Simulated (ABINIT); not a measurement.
# ZrB2 (P6/mmm) in ABINIT: settings compared

The runs below take ZrB2 through equation of state, band structure, with revPBE, PBE, RPBE.

Everything below comes from runs of ABINIT 10.8.3 (patched build). Logs are shortened: lines on timing, memory, paths and dates and some standing lists are left out, and cuts for length are marked. The log counts tension as positive stress, the text compression.

## (1) Starting point

It takes space group P6/mmm (No. 191, hexagonal). Conventional cell: a = 3.170 Å, b = 3.170 Å, c = 3.533 Å, α = 90.00°, β = 90.00°, γ = 120.00°. Zr (site symmetry 6/mmm) is surrounded by 12 B at 2.54 Å. Around B (site symmetry -6m2) lie 3 B at 1.83 Å.

## (2) Equation of state, revPBE

File run.abi:

```
# Datasets: one volume each
ndtset 7
getwfk -1
scalecart1 3*0.9795861087
scalecart2 3*0.9864848297
scalecart3 3*0.9932883884
scalecart4 3*1.0000000000
scalecart5 3*1.0066227096
scalecart6 3*1.0131594038
scalecart7 3*1.0196128224

# Pseudopotentials
pp_dirpath "./"
pseudos "Zr.GGA_PBE-JTH.xml, B.GGA_PBE-JTH.xml"

# Structure
acell 3.17 3.17 3.533 Angstrom
rprim
     1.0000000000     0.0000000000     0.0000000000
    -0.5000000000     0.8660254038     0.0000000000
     0.0000000000     0.0000000000     1.0000000000
ntypat 2
znucl 40 5
natom 3
typat 1 2 2
xred
     0.0000000000     0.0000000000     0.0000000000
     0.6666666667     0.3333333333     0.5000000000
     0.3333333333     0.6666666667     0.5000000000

# Plane-wave basis
ecut 17.0
pawecutdg 34.0

# k points
kptopt 1
ngkpt 10 10 8
nshiftk 1
shiftk 0.0 0.0 0.0

# Exchange and correlation
ixc 14

# Bands and occupations
nband 13
occopt 3
tsmear 0.05 eV

# SCF cycle
nstep 100
tolvrs 1.0e-9

# Output
iomode 3
prtwf 1
prtden 0
prteig 0
prtebands 0
enunit 1
```

Potentials or basis: JTH PAW PBE v2.0.

Started as:

```sh
$ abinit run.abi > log 2>&1
```

run.abo:

```text
.Version 10.8.3 of ABINIT
 DATASET    1 : space group P6/m m m (#191); Bravais hP (primitive hexag.)
================================================================================
 Values of the parameters that define the memory need for DATASET  1.
     intxc =       0    ionmov =       0      iscf =      17    lmnmax =      18
     lnmax =       6     mgfft =      27  mpssoang =       3    mqgrid =    3001
     natom =       3  nloc_mem =       2    nspden =       1   nspinor =       1
    nsppol =       1      nsym =      24    n1xccc =       1    ntypat =       2
    occopt =       3   xclevel =       2
       mpw =         674          nfft =       15552          nkpt =          70
 PAW method is used; the additional fine FFT grid is defined by:
   mgfftf=        36    nfftf =     36864
================================================================================
================================================================================
[... 71 lines left out ...]
 DATASET    7 : space group P6/m m m (#191); Bravais hP (primitive hexag.)
================================================================================
 Values of the parameters that define the memory need for DATASET  7.
     intxc =       0    ionmov =       0      iscf =      17    lmnmax =      18
     lnmax =       6     mgfft =      27  mpssoang =       3    mqgrid =    3001
     natom =       3  nloc_mem =       2    nspden =       1   nspinor =       1
    nsppol =       1      nsym =      24    n1xccc =       1    ntypat =       2
    occopt =       3   xclevel =       2
       mpw =         757          nfft =       15552          nkpt =          70
 PAW method is used; the additional fine FFT grid is defined by:
   mgfftf=        36    nfftf =     46656
================================================================================
================================================================================

--------------------------------------------------------------------------------
------------- Echo of variables that govern the present computation ------------
--------------------------------------------------------------------------------
 -outvars: echo values of preprocessed input variables --------
            acell      5.9904318191E+00  5.9904318191E+00  6.6764024028E+00 Bohr
              amu      9.12240000E+01  1.08110000E+01
             ecut      1.70000000E+01 Hartree
           enunit           1
           getwfk          -1
                       outvar_i_n : Printing only first  50 k-points.
              ixc          14
           jdtset        1    2    3    4    5    6    7
                       outvar_i_n : Printing only first  50 k-points.
         kptrlatt       10    0    0      0   10    0      0    0    8
          kptrlen1     5.23208884E+01
          kptrlen2     5.26893575E+01
          kptrlen3     5.30527439E+01
          kptrlen4     5.34112192E+01
          kptrlen5     5.37649462E+01
          kptrlen6     5.41140790E+01
          kptrlen7     5.44587640E+01
            natom           3
            nband          13
           ndtset           7
            ngfft          24      24      27
          ngfftdg1         32      32      36
          ngfftdg2         32      32      36
          ngfftdg3         32      32      36
          ngfftdg4         32      32      36
          ngfftdg5         32      32      36
          ngfftdg6         32      32      36
          ngfftdg7         36      36      36
             nkpt          70
            nstep         100
             nsym          24
           ntypat           2
                       prtocc : prtvol=0, do not print more k-points.
           occopt           3
        pawecutdg      3.40000000E+01 Hartree
         pawxcdev           0
           prtden           0
        prtebands           0
           prteig           0
            rprim1     9.7958610870E-01  0.0000000000E+00  0.0000000000E+00
                      -4.8979305435E-01  8.4834645534E-01  0.0000000000E+00
                       0.0000000000E+00  0.0000000000E+00  9.7958610870E-01
            rprim2     9.8648482970E-01  0.0000000000E+00  0.0000000000E+00
                      -4.9324241485E-01  8.5432092298E-01  0.0000000000E+00
                       0.0000000000E+00  0.0000000000E+00  9.8648482970E-01
[... 17 lines left out ...]
           tsmear      1.83746611E-03 Hartree
            typat      1  2  2
           useylm           1
                       outvars : Printing only first  50 k-points.
           xangst1     0.0000000000E+00  0.0000000000E+00  0.0000000000E+00
                       1.5526439823E+00  8.9641942115E-01  1.7304388610E+00
                      -4.9712755624E-17  1.7928388423E+00  1.7304388610E+00
           xangst2     0.0000000000E+00  0.0000000000E+00  0.0000000000E+00
                       1.5635784551E+00  9.0273244195E-01  1.7426254517E+00
                       1.9938069017E-16  1.8054648839E+00  1.7426254517E+00
           xangst3     0.0000000000E+00  0.0000000000E+00  0.0000000000E+00
                       1.5743620956E+00  9.0895837972E-01  1.7546439381E+00
                      -1.6171895616E-17  1.8179167594E+00  1.7546439381E+00
           xangst4     0.0000000000E+00  0.0000000000E+00  0.0000000000E+00
                       1.5850000000E+00  9.1510017668E-01  1.7665000000E+00
                       1.1787570141E-16  1.8302003534E+00  1.7665000000E+00
           xangst5     0.0000000000E+00  0.0000000000E+00  0.0000000000E+00
                       1.5954969947E+00  9.2116061941E-01  1.7781990165E+00
                       2.3382277870E-16  1.8423212388E+00  1.7781990165E+00
           xangst6     0.0000000000E+00  0.0000000000E+00  0.0000000000E+00
                       1.6058576550E+00  9.2714234942E-01  1.7897460868E+00
[... 10 lines left out ...]
            xcart3     0.0000000000E+00  0.0000000000E+00  0.0000000000E+00
                       2.9751131837E+00  1.7176823975E+00  3.3157964915E+00
                      -3.0560453651E-17  3.4353647950E+00  3.3157964915E+00
            xcart4     0.0000000000E+00  0.0000000000E+00  0.0000000000E+00
                       2.9952159096E+00  1.7292887117E+00  3.3382012014E+00
                       2.2275279257E-16  3.4585774234E+00  3.3382012014E+00
            xcart5     0.0000000000E+00  0.0000000000E+00  0.0000000000E+00
                       3.0150523547E+00  1.7407412887E+00  3.3603091386E+00
                       4.4186101375E-16  3.4814825773E+00  3.3603091386E+00
            xcart6     0.0000000000E+00  0.0000000000E+00  0.0000000000E+00
                       3.0346311652E+00  1.7520451201E+00  3.3821299390E+00
                      -4.5978708111E-17  3.5040902403E+00  3.3821299390E+00
            xcart7     0.0000000000E+00  0.0000000000E+00  0.0000000000E+00
                       3.0539605472E+00  1.7632049441E+00  3.4036727487E+00
                       9.7043712668E-17  3.5264098882E+00  3.4036727487E+00
             xred      0.0000000000E+00  0.0000000000E+00  0.0000000000E+00
                       6.6666666667E-01  3.3333333333E-01  5.0000000000E-01
                       3.3333333333E-01  6.6666666667E-01  5.0000000000E-01
            znucl       40.00000    5.00000

================================================================================

 chkinp: Checking input parameters for consistency, jdtset=   1.

 chkinp: Checking input parameters for consistency, jdtset=   2.
[... 40 lines left out ...]
 getcut: wavevector=  0.0000  0.0000  0.0000  ngfft=  32  32  36
         ecut(hartree)=     34.000   => boxcut(ratio)=   2.07752

--- Pseudopotential description ------------------------------------------------
- pspini: atom type   1  psp file is ./Zr.GGA_PBE-JTH.xml
 Pseudopotential format is: paw10
 basis_size (lnmax)=  6 (lmn_size= 18), orbitals=   0   0   1   1   2   2
 Spheres core radius: rc_sph= 2.22030268
 Shapefunction is BESSEL type: shapef(r,l)=aa(1,l)*jl(q(1,l)*r)+aa(2,l)*jl(q(2,l)*r)
 Radius for shape functions =  2.22030268
 Compensation charge density is not taken into account in XC energy/potential

- pspini: atom type   2  psp file is ./B.GGA_PBE-JTH.xml
 Pseudopotential format is: paw10
 basis_size (lnmax)=  4 (lmn_size=  8), orbitals=   0   0   1   1
 Spheres core radius: rc_sph= 1.70616958
 Shapefunction is SIN type: shapef(r)=[sin(pi*r/rshp)/(pi*r/rshp)]**2
 Radius for shape functions =  1.40269776
 Compensation charge density is not taken into account in XC energy/potential

   4.31815220E+02                                ecore*ucvol(ha*bohr**3)
--------------------------------------------------------------------------------

================================================================================

--- !BeginCycle
iteration_state: {dtset: 1, }
solver: {iscf: 17, nstep: 100, nline: 4, wfoptalg: 10, }
tolerances: {tolvrs: 1.00E-09, }
...
[... 1268 lines left out ...]
-Cartesian components of stress tensor (GPa)         [Pressure= -9.5188E+00 GPa]
- sigma(1 1)=  1.01876213E+01  sigma(3 2)=  0.00000000E+00
- sigma(2 2)=  1.01876213E+01  sigma(3 1)=  0.00000000E+00
- sigma(3 3)=  8.18118214E+00  sigma(2 1)=  0.00000000E+00

== END DATASET(S) ==============================================================
================================================================================

 -outvars: echo values of variables after computation  --------
            acell      5.9904318191E+00  5.9904318191E+00  6.6764024028E+00 Bohr
           etotal1    -5.3247367062E+01
           etotal2    -5.3249822940E+01
           etotal3    -5.3251435554E+01
           etotal4    -5.3252284821E+01
           etotal5    -5.3252436690E+01
           etotal6    -5.3251960787E+01
           etotal7    -5.3250911513E+01
            fcart1    -0.0000000000E+00 -0.0000000000E+00 -0.0000000000E+00
                      -1.1471452120E-29  6.6230459693E-30 -0.0000000000E+00
                       1.1471452120E-29 -6.6230459693E-30 -0.0000000000E+00
            fcart2    -0.0000000000E+00 -0.0000000000E+00 -0.0000000000E+00
                       1.1391229551E-29 -1.9730188342E-29 -0.0000000000E+00
                      -1.1391229551E-29  1.9730188342E-29 -0.0000000000E+00
            fcart3    -3.7710683270E-30 -2.1772273137E-30 -0.0000000000E+00
                      -3.7710683270E-30  1.0886136569E-29 -0.0000000000E+00
                       7.5421366541E-30 -8.7089092548E-30 -0.0000000000E+00
            fcart4     3.7457583811E-30  2.1626146096E-30 -0.0000000000E+00
[... 52 lines left out ...]
           xangst3     0.0000000000E+00  0.0000000000E+00  0.0000000000E+00
                       1.5743620956E+00  9.0895837972E-01  1.7546439381E+00
                      -1.6171895616E-17  1.8179167594E+00  1.7546439381E+00
           xangst4     0.0000000000E+00  0.0000000000E+00  0.0000000000E+00
                       1.5850000000E+00  9.1510017668E-01  1.7665000000E+00
                       1.1787570141E-16  1.8302003534E+00  1.7665000000E+00
           xangst5     0.0000000000E+00  0.0000000000E+00  0.0000000000E+00
                       1.5954969947E+00  9.2116061941E-01  1.7781990165E+00
                       2.3382277870E-16  1.8423212388E+00  1.7781990165E+00
           xangst6     0.0000000000E+00  0.0000000000E+00  0.0000000000E+00
                       1.6058576550E+00  9.2714234942E-01  1.7897460868E+00
                      -2.4330884503E-17  1.8542846988E+00  1.7897460868E+00
           xangst7     0.0000000000E+00  0.0000000000E+00  0.0000000000E+00
                       1.6160863235E+00  9.3304787393E-01  1.8011460508E+00
                       5.1353321171E-17  1.8660957479E+00  1.8011460508E+00
             xred      0.0000000000E+00  0.0000000000E+00  0.0000000000E+00
                       6.6666666667E-01  3.3333333333E-01  5.0000000000E-01
                       3.3333333333E-01  6.6666666667E-01  5.0000000000E-01
 Calculation completed.
```

Wall time 2.1 min (1 thread of Arm Neoverse V1, shared host); peak memory 0.15 GiB.

What came out:

```
Equilibrium volume                        : 10.40 Å³/atom
Bulk modulus at fixed shape and positions : 232 GPa
Pressure derivative of the bulk modulus   : 3.9
```

Energy against volume, from the lowest point:
```tsv
volume (Å³/atom)	energy (meV/atom)
9.634	45.98
9.839	23.71
10.044	9.08
10.249	1.38
10.454	0.00
10.659	4.32
10.864	13.83
```

Caveat: pressures at fixed basis lie under the slope of the energies; the cell was scaled at fixed shape and fractional positions, which overstates the stiffness of a crystal with free parameters, most of all of layers and chains; the PAW data sets were made with another functional, which shifts forces and pressure a little; the atomic spheres overlap.

## (3) Equation of state, PBE

File run.abi:

```
ndtset 7
getwfk -1
scalecart1 3*0.9795861087
scalecart2 3*0.9864848297
scalecart3 3*0.9932883884
scalecart4 3*1.0000000000
scalecart5 3*1.0066227096
scalecart6 3*1.0131594038
scalecart7 3*1.0196128224

pp_dirpath "./"
pseudos "Zr.GGA_PBE-JTH.xml, B.GGA_PBE-JTH.xml"

acell 3*1.0
rprim
     5.9904318151     0.0000000000     0.0000000000
    -2.9952159075     5.1878661315     0.0000000000
     0.0000000000     0.0000000000     6.6764023983
ntypat 2
znucl 40 5
natom 3
typat 1 2 2
xred
     0.0000000000     0.0000000000     0.0000000000
     0.6666666667     0.3333333333     0.5000000000
     0.3333333333     0.6666666667     0.5000000000

ecut 17.0
pawecutdg 34.0

kptopt 1
ngkpt 10 10 8
nshiftk 1
shiftk 0.0 0.0 0.0

ixc 11

nband 13
occopt 3
tsmear 0.00183747

nstep 100
tolvrs 1.0e-9

iomode 3
prtwf 1
prtden 0
prteig 0
prtebands 0
enunit 2
```

Potentials or basis: JTH PAW PBE v2.0.

Started as:

```sh
$ abinit run.abi > log 2>&1
```

It took 1.9 min on 1 thread of Arm Neoverse V1, shared host; peak memory 0.15 GiB.

It converged, with:

* Equilibrium volume: 10.28 Å³/atom
* Bulk modulus at fixed shape and positions: 239 GPa
* Pressure derivative of the bulk modulus: 3.9

Energy against volume, from the lowest point:
```
volume (Å³/atom)  energy (meV/atom)
           9.634              34.00
           9.839              15.35
          10.044               4.26
          10.249               0.00
          10.454               1.97
          10.659               9.56
          10.864              22.26
```

Caveat: pressures at fixed basis lie under the slope of the energies; the cell was scaled at fixed shape and fractional positions, which overstates the stiffness of a crystal with free parameters, most of all of layers and chains; the atomic spheres overlap.

## (4) Band structure, RPBE

File run.abi:

```
ndtset 2

pp_dirpath "./"
pseudos "Zr.GGA_PBE-JTH.xml, B.GGA_PBE-JTH.xml"

acell 3*1.0 Angstrom
rprim
     3.1700000000     0.0000000000     0.0000000000
    -1.5850000000     2.7453005300     0.0000000000
     0.0000000000     0.0000000000     3.5330000000
ntypat 2
znucl 40 5
natom 3
typat 1 2 2
xred
     0.0000000000     0.0000000000     0.0000000000
     0.6666666667     0.3333333333     0.5000000000
     0.3333333333     0.6666666667     0.5000000000

ecut 462.593566 eV
pawecutdg 34.0

ixc 15

occopt 3
tsmear 0.00183747

nstep 100

iomode 3
prtwf 0
prteig 0
prtebands 0
enunit 1
prtden1 1

kptopt1 1
ngkpt1 10 10 8
nshiftk1 1
shiftk1 0.0 0.0 0.0
nband1 13
tolvrs1 1.0e-9

iscf2 -2
getden2 1
nband2 19
nbdbuf2 4
tolwfr2 1.0e-11
kptopt2 -7
ndivsm2 5
prteig2 1
kptbounds2
     0.0000000000     0.0000000000     0.0000000000
     0.5000000000     0.0000000000     0.0000000000
     0.3333333333     0.3333333333     0.0000000000
     0.0000000000     0.0000000000     0.0000000000
     0.0000000000     0.0000000000     0.5000000000
     0.5000000000     0.0000000000     0.5000000000
     0.3333333333     0.3333333333     0.5000000000
     0.0000000000     0.0000000000     0.5000000000
```

Started as:

```sh
$ abinit run.abi > log 2>&1
```

Wall time 29 s (1 thread of Arm Neoverse V1, shared host); peak memory 0.12 GiB.

The run converged. Its results:

- Free energy: -1449.1557 eV
- Pressure: 4.1 GPa
- Band gap on the k mesh: none (metal or under the smearing width)
- Valence electrons inside the program's atomic spheres: Zr 9.12; B 1.81

Stress tensor (GPa, compression positive):
```
3.86 0.00 0.00
0.00 3.86 0.00
0.00 0.00 4.65
```

Levels at the corners of the path, in eV from the Fermi level:
```tsv
point	band 7	band 8	band 9	band 10	band 11	band 12
Γ	-2.54	-2.50	-2.28	3.48	3.48	4.28
M	-3.82	-2.97	-2.60	2.32	2.38	5.00
K	-6.83	-2.37	-2.37	1.64	1.64	3.24
Γ	-2.54	-2.50	-2.28	3.48	3.48	4.28
A	-0.87	-0.87	0.41	0.41	0.86	0.86
L	-4.53	-4.05	-1.94	3.84	4.13	5.37
H	-4.85	-2.61	-2.61	4.18	6.09	6.09
A	-0.87	-0.87	0.41	0.41	0.86	0.86
```

Caveat: the PAW data sets were made with another functional, which shifts forces and pressure a little.

## (5) Summary

| task | level | V0 of scaled cells (Å³/atom) | B0 (GPa) |
| --- | --- | --- | --- |
| equation of state | revPBE | 10.40 | 232 |
| equation of state | PBE | 10.28 | 239 |
| band structure | RPBE | - | - |

Alike in all rows: potentials or basis JTH PAW PBE v2.0; no spin polarisation; cell as given; k mesh 10 × 10 × 8; cutoff (eV) 463; smearing fermi-dirac 0.05 eV.

Caveats: pressures at fixed basis lie under the slope of the energies (some runs); the cell was scaled at fixed shape and fractional positions, which overstates the stiffness of a crystal with free parameters, most of all of layers and chains (some runs); the PAW data sets were made with another functional, which shifts forces and pressure a little (some runs); the atomic spheres overlap (some runs).

Absolute energies hang on the potentials; compare differences alone.
